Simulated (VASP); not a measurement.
The system is SnSe2.

```
Sn Se
1.0
     3.81100    0.00000    0.00000
    -1.90550    3.30042    0.00000
     0.00000    0.00000    6.13600
Sn Se
1 2
Direct
  0.00000 0.00000 0.00000
  0.66667 0.33333 0.75100
  0.33333 0.66667 0.24900
```

```yaml
Program: VASP 6.6.1
Task: relaxation of cell and atoms
Functional: PW91
Potentials_or_basis: VASP PAW PBE potentials, release 64 (Sn_d, Se)
Cutoff: 600 eV
k_mesh: 8 × 8 × 5
Occupations: fermi-dirac, width 0.05 eV
Spin: no spin polarisation
```

At the start: pressure 5.7 GPa; volume 25.73 Å³/atom.

Where does the relaxation end?

Over 17 steps the energy falls by 41.2 meV/atom and the volume is 29.44 Å³/atom (+14.4 %); space group P-3m1 (No. 164, to 0.05 Å).

Step by step:
| step | energy change (eV) | largest force (eV/Å) | pressure (GPa) | volume (Å³) |
| --- | --- | --- | --- | --- |
| 1 | 0.0000 | 0.8300 | 5.73 | 77.18 |
| 2 | -0.0411 | 0.6295 | -3.42 | 87.92 |
| 3 | -0.1121 | 0.0548 | -0.02 | 82.83 |
| 4 | -0.1121 | 0.0396 | 0.08 | 82.72 |
| 5 | -0.1129 | 0.0503 | 0.09 | 82.79 |
| 6 | -0.1144 | 0.0825 | 0.13 | 83.01 |
| 7 | -0.1134 | 0.1474 | 0.23 | 83.44 |
| 8 | -0.1147 | 0.1006 | 0.16 | 83.14 |
| 9 | -0.1153 | 0.0980 | 0.14 | 83.32 |
| 10 | -0.1171 | 0.0900 | 0.06 | 83.87 |
| 11 | -0.1196 | 0.0735 | -0.06 | 84.96 |
| 12 | -0.1223 | 0.0370 | -0.23 | 87.15 |
| 13 | -0.1225 | 0.0252 | -0.28 | 87.89 |
| 14 | -0.1233 | 0.0383 | 0.12 | 87.92 |
| 15 | -0.1233 | 0.0342 | 0.09 | 87.92 |
| 16 | -0.1236 | 0.0115 | 0.08 | 88.15 |
| 17 | -0.1237 | 0.0053 | 0.07 | 88.31 |

Final structure:
```xyz
3
Lattice="3.8747 0.0000 0.0000 -1.9373 3.3556 0.0000 0.0000 0.0000 6.7922" Properties=species:S:1:pos:R:3 pbc="T T T"
Sn    0.0000    0.0000    0.0000
Se    1.9373    1.1185    5.1957
Se    0.0000    2.2370    1.5965
```

Caveat: the PAW data sets were made with another functional, which shifts forces and pressure a little; this functional lacks dispersion, which binds the layers, so the pressure and a relaxed spacing across them are unreliable; the volume moved by +14 % from the deposited cell, more than functionals usually miss.
